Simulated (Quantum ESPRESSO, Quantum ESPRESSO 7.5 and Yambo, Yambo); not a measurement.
# Quasiparticle gap of WS2 (2H monolayer) in Yambo

How does a plane-wave GW calculation on WS2 (2H monolayer) run from the first input to the gap?

Method: PBE and many-body steps on it, plane waves, in Quantum ESPRESSO 7.5 and Yambo 5.3.0.

**The experiments to reproduce.**

- Gap 2.238 ± 0.003 eV: free-particle direct gap at K; magneto-absorption of Rydberg excitons; 4 K; monolayer (exfoliated monolayer encapsulated in hBN) (“Revealing exciton masses and dielectric properties of monolayer semiconductors with high magnetic fields”, 2019, pmc:6744484).

- Gap 2.036 eV: optical gap, bright A exciton emission at K from PL (not the quasiparticle gap); photoluminescence, Voigt fit; 4 K; monolayer (exfoliated n-type monolayer on about 90 nm BN slab, uncoupled from the dots) on thick BN on InGaN quantum dots (“Interfacial bound exciton state in a hybrid structure of monolayer WS2 and InGaN quantum dots”, 2018, arxiv:1805.00795).

- Gap 2.27 eV: quasiparticle gap, capped by bilayer graphene, n=1 energy plus inferred exciton binding energy; reflectance contrast spectroscopy with empirical scaling; 70 K; monolayer (exfoliated monolayer covered with bilayer graphene) on fused silica (“Coulomb engineering of the bandgap and excitons in two-dimensional materials”, 2017, pmc:5418602).

- Gap 2.14 eV: transport (quasiparticle) gap of monolayer from electron and hole threshold voltage difference; ionic liquid gated FET transport; 240 K; monolayer (exfoliated monolayer on SiO2/Si covered by DEME-TFSI ionic liquid) (“Mono- and Bilayer WS2 Light-Emitting Transistors”, 2014, arxiv:1403.7551).

- Gap 2.084 eV: optical gap, bright neutral exciton X0 (1s) energy from PL; photoluminescence; monolayer (exfoliated monolayer encapsulated in hexagonal BN, cryogenic temperature) (“Filtering the photoluminescence spectra of atomically thin semiconductors with graphene”, 2019, arxiv:1908.10690).

This is a selection; 30 further reports are not listed.

**1. Starting point**

The cell holds 3 atoms: 1 W and 2 S. Cell: a = 3.187 Å, b = 3.187 Å, c = 16.000 Å, α = 90.0°, β = 90.0°, γ = 120.0°. Vacuum lies along c.

The structure was relaxed with PBE. The runs that relaxed it are not among those shown. Spin-orbit coupling is left out unless a step names it.

**2. Ground state**

This step: Quantum ESPRESSO 7.5; DFT, PBE, plane waves, norm-conserving pseudopotentials.

The ground-state density comes first.

Input file pw.in:

```
&control
  calculation = 'scf'
  prefix = 'x'
  outdir = 'o'
  pseudo_dir = 'pseudo'
/
&system
  ibrav = 0
  nat = 3
  ntyp = 2
  ecutwfc = 62.0
  nbnd = 18
  force_symmorphic = .true.
/
&electrons
  conv_thr = 1e-10
  electron_maxstep = 80
  mixing_beta = 0.5
/
ATOMIC_SPECIES
  W 183.84 W.upf
  S 32.06 S.upf
CELL_PARAMETERS angstrom
  3.1869316859 0.0000000000 0.0000000000
  -1.5934658430 2.7599638001 0.0000000000
  0.0000000000 0.0000000000 16.0000000000
ATOMIC_POSITIONS crystal
  W 0.3333333333 0.6666666667 0.5000000000
  S 0.6666666667 0.3333333333 0.5982131477
  S 0.6666666667 0.3333333333 0.4017868523
K_POINTS automatic
  12 12 1 0 0 0
```

Command:

```bash
> OMP_NUM_THREADS=1 mpirun -n 8 pw.x -nk 8 -in pw.in > pw.out
```

Output:

```text
Program PWSCF v.7.5 starts

     This program is part of the open-source Quantum ESPRESSO suite
     for quantum simulation of materials; please cite
         "P. Giannozzi et al., J. Phys.:Condens. Matter 21 395502 (2009);
         "P. Giannozzi et al., J. Phys.:Condens. Matter 29 465901 (2017);
         "P. Giannozzi et al., J. Chem. Phys. 152 154105 (2020);
     in publications or presentations arising from this work. More details at
     Message from routine setup:
     using ibrav=0 with symmetry is DISCOURAGED, use correct ibrav instead

     G-vector sticks info

     bravais-lattice index     =            0
     lattice parameter (alat)  =       6.0224  a.u.
     unit-cell volume          =     949.7137 (a.u.)^3
     number of atoms/cell      =            3
     number of atomic types    =            2
     number of electrons       =        26.00
     number of Kohn-Sham states=           18
     kinetic-energy cutoff     =      62.0000  Ry
     charge density cutoff     =     248.0000  Ry
     scf convergence threshold =      1.0E-10
     mixing beta               =       0.5000
     number of iterations used =            8  plain     mixing
     Exchange-correlation= PBE
                           (   1   4   3   4   0   0   0)

     celldm(1)=   6.022428  celldm(2)=   0.000000  celldm(3)=   0.000000
     celldm(4)=   0.000000  celldm(5)=   0.000000  celldm(6)=   0.000000

     crystal axes: (cart. coord. in units of alat)
               a(1) = (   1.000000   0.000000   0.000000 )
               a(2) = (  -0.500000   0.866025   0.000000 )
               a(3) = (   0.000000   0.000000   5.020503 )

     reciprocal axes: (cart. coord. in units 2 pi/alat)
               b(1) = (  1.000000  0.577350 -0.000000 )
               b(2) = (  0.000000  1.154701  0.000000 )
               b(3) = (  0.000000 -0.000000  0.199183 )
     Pseudo is Norm-conserving + core correction, Zval = 14.0
     Generated using ONCVPSP code by D. R. Hamann
     Using radial grid of 1396 points,  8 beta functions with:
     Pseudo is Norm-conserving + core correction, Zval =  6.0
     Generated using ONCVPSP code by D. R. Hamann
     Using radial grid of 1146 points,  6 beta functions with:
     W                14.00   183.84000     W ( 1.00)
     S                 6.00    32.06000     S ( 1.00)

     12 Sym. Ops. (no inversion) found

   Cartesian axes

     site n.     atom                  positions (alat units)
         1        W      tau(   1) = (  -0.0000000   0.5773503   2.5102515  )
         2        S      tau(   2) = (   0.5000000   0.2886751   3.0033309  )
         3        S      tau(   3) = (   0.5000000   0.2886751   2.0171721  )

     number of k points=    19
                       cart. coord. in units 2pi/alat
        k(    1) = (   0.0000000   0.0000000   0.0000000), wk =   0.0138889
        k(    2) = (   0.0000000   0.0962250   0.0000000), wk =   0.0833333
        k(    3) = (   0.0000000   0.1924501   0.0000000), wk =   0.0833333
        k(    4) = (   0.0000000   0.2886751   0.0000000), wk =   0.0833333
        k(    5) = (   0.0000000   0.3849002   0.0000000), wk =   0.0833333
        k(    6) = (   0.0000000   0.4811252   0.0000000), wk =   0.0833333
        k(    7) = (   0.0000000  -0.5773503   0.0000000), wk =   0.0416667
        k(    8) = (   0.0833333   0.1443376   0.0000000), wk =   0.0833333
        k(    9) = (   0.0833333   0.2405626   0.0000000), wk =   0.1666667
        k(   10) = (   0.0833333   0.3367877   0.0000000), wk =   0.1666667
     [... 7 further rows ...]
        k(   18) = (   0.2500000   0.5292377   0.0000000), wk =   0.1666667
        k(   19) = (   0.3333333   0.5773503   0.0000000), wk =   0.0277778

     Dense  grid:    62407 G-vectors     FFT dimensions: (  32,  32, 160)

     Initial potential from superposition of free atoms

     starting charge      25.9994, renormalised to      26.0000
     Starting wfcs are   18 randomized atomic wfcs

     per-process dynamical memory:    52.4 Mb

     Self-consistent Calculation

     iteration #  1     ecut=    62.00 Ry     beta= 0.50

     Threshold (ethr) on eigenvalues was too large:
     Diagonalizing with lowered threshold

     total energy              =    -196.01578828 Ry
     estimated scf accuracy    <       0.09601047 Ry

     iteration #  2     ecut=    62.00 Ry     beta= 0.50

     total energy              =    -196.02487284 Ry
     estimated scf accuracy    <       0.02864383 Ry

     iteration #  3     ecut=    62.00 Ry     beta= 0.50

     total energy              =    -196.03042314 Ry
     estimated scf accuracy    <       0.03230856 Ry

     iteration #  4     ecut=    62.00 Ry     beta= 0.50

     total energy              =    -196.03453311 Ry
     estimated scf accuracy    <       0.00073704 Ry

     iteration #  5     ecut=    62.00 Ry     beta= 0.50

     total energy              =    -196.03468669 Ry
     estimated scf accuracy    <       0.00037476 Ry

     iteration #  6     ecut=    62.00 Ry     beta= 0.50

     total energy              =    -196.03472203 Ry
     estimated scf accuracy    <       0.00001566 Ry

     iteration #  7     ecut=    62.00 Ry     beta= 0.50

     total energy              =    -196.03472791 Ry
     estimated scf accuracy    <       0.00000182 Ry

     iteration #  8     ecut=    62.00 Ry     beta= 0.50

     total energy              =    -196.03472776 Ry
     estimated scf accuracy    <       0.00000069 Ry

     iteration #  9     ecut=    62.00 Ry     beta= 0.50

     total energy              =    -196.03472795 Ry
     estimated scf accuracy    <       0.00000008 Ry

     iteration # 10     ecut=    62.00 Ry     beta= 0.50

     total energy              =    -196.03472795 Ry
     estimated scf accuracy    <       0.00000001 Ry

     iteration # 11     ecut=    62.00 Ry     beta= 0.50

     total energy              =    -196.03472796 Ry
     estimated scf accuracy    <          9.8E-10 Ry

     iteration # 12     ecut=    62.00 Ry     beta= 0.50

     total energy              =    -196.03472796 Ry
     estimated scf accuracy    <          1.1E-10 Ry

     iteration # 13     ecut=    62.00 Ry     beta= 0.50

     End of self-consistent calculation

          k = 0.0000 0.0000 0.0000 (  7833 PWs)   bands (ev):

   -73.4103 -37.6401 -37.4887 -37.4887 -14.0833 -12.4619  -5.6711  -2.1900
    -2.1900  -1.4560  -0.9677  -0.9677   0.6068   3.5180   3.5180   3.6644
     3.6644   5.5754

          k = 0.0000 0.0962 0.0000 (  7843 PWs)   bands (ev):

   -73.4092 -37.6360 -37.5110 -37.4939 -13.9700 -12.4200  -5.5349  -2.4869
    -2.0792  -1.8552  -1.1459  -0.7682   0.5483   3.3897   3.4196   3.5639
     3.7293   5.8697

          k = 0.0000 0.1925 0.0000 (  7875 PWs)   bands (ev):

   -73.4063 -37.6251 -37.5716 -37.5080 -13.6472 -12.3011  -5.1676  -3.1748
    -2.4987  -1.7739  -1.5618  -0.7578   0.2854   3.0003   3.3467   3.4352
     4.2152   6.3520

          k = 0.0000 0.2887 0.0000 (  7885 PWs)   bands (ev):

     [... further k-points ...]

     highest occupied, lowest unoccupied level (ev):     0.6478    2.4591

!    total energy              =    -196.03472796 Ry
     estimated scf accuracy    <          4.9E-11 Ry

     The total energy is the sum of the following terms:
     one-electron contribution =    -783.52397267 Ry
     hartree contribution      =     392.45804615 Ry
     xc contribution           =     -45.87677101 Ry
     ewald contribution        =     240.90796958 Ry

     convergence has been achieved in  13 iterations

     XML data file, charge density, pseudopotentials, collected wavefunctions

=------------------------------------------------------------------------------=
   JOB DONE.
=------------------------------------------------------------------------------=
```

It took 9.2 s on 8 MPI ranks of Arm Neoverse V2, shared host; peak memory 0.75 GiB; 73 s of CPU time.

This step gave:

```
total energy               : -2667.1884 eV
gap                        : 1.811 eV
k of the valence top       : 0.3333, 0.3333, 0
k of the conduction bottom : 0.3333, 0.3333, 0
least direct gap           : 1.811 eV
```

The gap is direct, at (0.333, 0.333, 0.000).

**3. Bands along the symmetry lines**

The cheap functional maps the bands first; the places of the edges decide which points the dearer methods must see.

Input file pw.in:

```
&control
  calculation = 'bands'
  prefix = 'x'
  outdir = 'o'
  pseudo_dir = 'pseudo'
/
&system
  ibrav = 0
  nat = 3
  ntyp = 2
  ecutwfc = 62.0
  nbnd = 19
  force_symmorphic = .true.
/
&electrons
  conv_thr = 1e-9
  electron_maxstep = 80
  diago_full_acc = .true.
  diago_thr_init = 5e-6
/
ATOMIC_SPECIES
  W 183.84 W.upf
  S 32.06 S.upf
CELL_PARAMETERS angstrom
  3.1869316859 0.0000000000 0.0000000000
  -1.5934658430 2.7599638001 0.0000000000
  0.0000000000 0.0000000000 16.0000000000
ATOMIC_POSITIONS crystal
  W 0.3333333333 0.6666666667 0.5000000000
  S 0.6666666667 0.3333333333 0.5982131477
  S 0.6666666667 0.3333333333 0.4017868523
K_POINTS crystal
  25
  0.00000000 0.00000000 0.00000000 1
  0.06250000 0.00000000 0.00000000 1
  0.12500000 0.00000000 0.00000000 1
  0.18750000 0.00000000 0.00000000 1
  0.25000000 0.00000000 0.00000000 1
  0.31250000 0.00000000 0.00000000 1
  0.37500000 0.00000000 0.00000000 1
  0.43750000 0.00000000 0.00000000 1
  0.50000000 0.00000000 0.00000000 1
  0.47916667 0.04166667 0.00000000 1
  0.45833333 0.08333333 0.00000000 1
  0.43750000 0.12500000 0.00000000 1
  0.41666666 0.16666666 0.00000000 1
  0.39583333 0.20833333 0.00000000 1
  0.37500000 0.25000000 0.00000000 1
  0.35416666 0.29166666 0.00000000 1
  0.33333333 0.33333333 0.00000000 1
  0.29166666 0.29166666 0.00000000 1
  0.25000000 0.25000000 0.00000000 1
  0.20833333 0.20833333 0.00000000 1
  0.16666666 0.16666666 0.00000000 1
  0.12500000 0.12500000 0.00000000 1
  0.08333333 0.08333333 0.00000000 1
  0.04166667 0.04166667 0.00000000 1
  0.00000000 0.00000000 0.00000000 1
```

Output:

```text
[banner, memory and clock lines left out]
Program PWSCF v.7.5 starts

     Atomic positions and unit cell read from directory:
     o/x.save/

     Message from routine setup:
     using ibrav=0 with symmetry is DISCOURAGED, use correct ibrav instead

     G-vector sticks info

     bravais-lattice index     =            0
     lattice parameter (alat)  =       6.0224  a.u.
     unit-cell volume          =     949.7137 (a.u.)^3
     number of atoms/cell      =            3
     number of atomic types    =            2
     number of electrons       =        26.00
     number of Kohn-Sham states=           19
     kinetic-energy cutoff     =      62.0000  Ry
     charge density cutoff     =     248.0000  Ry
     Exchange-correlation= PBE
                           (   1   4   3   4   0   0   0)

     celldm(1)=   6.022428  celldm(2)=   0.000000  celldm(3)=   0.000000
     celldm(4)=   0.000000  celldm(5)=   0.000000  celldm(6)=   0.000000

     crystal axes: (cart. coord. in units of alat)
               a(1) = (   1.000000   0.000000   0.000000 )
               a(2) = (  -0.500000   0.866025   0.000000 )
               a(3) = (   0.000000   0.000000   5.020503 )

     reciprocal axes: (cart. coord. in units 2 pi/alat)
               b(1) = (  1.000000  0.577350 -0.000000 )
               b(2) = (  0.000000  1.154701  0.000000 )
               b(3) = (  0.000000 -0.000000  0.199183 )
     Pseudo is Norm-conserving + core correction, Zval = 14.0
     Generated using ONCVPSP code by D. R. Hamann
     Using radial grid of 1396 points,  8 beta functions with:
     Pseudo is Norm-conserving + core correction, Zval =  6.0
     Generated using ONCVPSP code by D. R. Hamann
     Using radial grid of 1146 points,  6 beta functions with:
     W                14.00   183.84000     W ( 1.00)
     S                 6.00    32.06000     S ( 1.00)

     12 Sym. Ops. (no inversion) found

   Cartesian axes

     site n.     atom                  positions (alat units)
         1        W      tau(   1) = (  -0.0000000   0.5773503   2.5102515  )
         2        S      tau(   2) = (   0.5000000   0.2886751   3.0033309  )
         3        S      tau(   3) = (   0.5000000   0.2886751   2.0171721  )

     number of k points=    25
                       cart. coord. in units 2pi/alat
        k(    1) = (   0.0000000   0.0000000   0.0000000), wk =   0.0800000
        k(    2) = (   0.0625000   0.0360844   0.0000000), wk =   0.0800000
        k(    3) = (   0.1250000   0.0721688   0.0000000), wk =   0.0800000
[...]
[... 13 further rows ...]
        k(   24) = (   0.0416667   0.0721688   0.0000000), wk =   0.0800000
        k(   25) = (   0.0000000   0.0000000   0.0000000), wk =   0.0800000

     Dense  grid:    62407 G-vectors     FFT dimensions: (  32,  32, 160)

     The potential is recalculated from file :
     o/x.save/charge-density

     Starting wfcs are   18 randomized atomic wfcs +    1 random wfcs

     Band Structure Calculation

     End of band structure calculation

          k = 0.0000 0.0000 0.0000 (  7833 PWs)   bands (ev):

   -73.4103 -37.6400 -37.4886 -37.4886 -14.0833 -12.4618  -5.6711  -2.1899
    -2.1899  -1.4559  -0.9676  -0.9676   0.6068   3.5180   3.5180   3.6644
     3.6644   5.5754   6.2014

          k = 0.0625 0.0361 0.0000 (  7839 PWs)   bands (ev):

   -73.4096 -37.6377 -37.5013 -37.4915 -14.0192 -12.4381  -5.5937  -2.3622
[...]
3.6407   5.7608   6.4073

          k = 0.1250 0.0722 0.0000 (  7867 PWs)   bands (ev):

[...]
3.9549   6.1011   6.4901

[...]
k = 0.0417 0.0722 0.0000 (  7841 PWs)   bands (ev):

[...]
3.6836   5.8107   6.2907

          k = 0.0000 0.0000 0.0000 (  7833 PWs)   bands (ev):

   -73.4103 -37.6400 -37.4886 -37.4886 -14.0833 -12.4618  -5.6711  -2.1899
    -2.1899  -1.4559  -0.9676  -0.9676   0.6068   3.5180   3.5180   3.6644
     3.6644   5.5754   6.2014

     XML data file, pseudopotentials, collected wavefunctions
```

Run time: 4.1 s. Hardware: 8 MPI ranks; peak memory 0.63 GiB; 31 s of CPU time.

Numbers from this step:

| Item | Value |
| --- | --- |
| gap | 1.811 eV |
| k of the valence top | 0.3333, 0.3333, 0 |
| k of the conduction bottom | 0.3333, 0.3333, 0 |
| least direct gap | 1.811 eV |

The gap is 1.811 eV, as in the run before at this level.

Electronic bands along the path, in eV, zero at the top of the highest filled band:

```tsv
point	band 10	band 11	band 12	band 13	band 14	band 15	band 16	band 17
Γ	-2.10	-1.62	-1.62	-0.04	2.87	2.87	3.02	3.02
halfway	-2.67	-2.01	-1.65	-0.85	2.31	2.53	3.14	4.07
M	-3.39	-2.12	-1.28	-0.92	2.84	3.28	4.03	4.69
halfway	-3.42	-2.79	-2.14	-0.43	2.52	3.54	3.81	4.75
K	-3.88	-3.23	-2.37	0.00	1.81	3.33	4.01	5.49
halfway	-3.42	-2.27	-1.37	-0.85	2.02	2.78	2.97	4.52
Γ	-2.10	-1.62	-1.62	-0.04	2.87	2.87	3.02	3.02
```

(Continued in part 2 of 3.)

[Paths, hosts, dates, memory and timing lines, banners, echoed tables and standing remarks are left out of the program output.]

[Logs are printed without paths, hosts, clocks, repeated set-up lines and the standing remarks that a program may print on its own settings, such as how far it seeks lower states.]

[Runs of the session that timed out or met a known fault of the program may be left out.]

[Hosts, paths, dates, database ids (printed as entryN), source tags and the programs' standing remarks are cut or masked in the printed files.]
